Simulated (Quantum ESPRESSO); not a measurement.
Crystal: Ag.

```
CELL_PARAMETERS angstrom
0.00000 2.04275 2.04275
2.04275 0.00000 2.04275
2.04275 2.04275 0.00000
ATOMIC_POSITIONS crystal
Ag 0.00000 0.00000 0.00000
```

Base run:

| Property | Result |
| --- | --- |
| Program | Quantum ESPRESSO 7.5 |
| Functional | LDA |
| Potentials or basis | SG15 PBE 1.2 |
| Cutoff | 952 eV |
| Density cutoff | 3810 eV |
| k mesh | 11 × 11 × 11 |
| Occupations | fermi-dirac, width 0.05 eV |
| Spin | no spin polarisation |

Its results: band gap on the k mesh none (metal or under the smearing width); pressure -8.7 GPa.

Question: The run is repeated on the same cell with these changes: functional from LDA to AM05. What comes out?

Answer: Band gap on the k mesh none (metal or under the smearing width); pressure -3.2 GPa.

AM05 binds less tightly than LDA, so the same cell stands under more pressure.

Caveats: the potentials were made for another functional, which shifts forces and pressure.
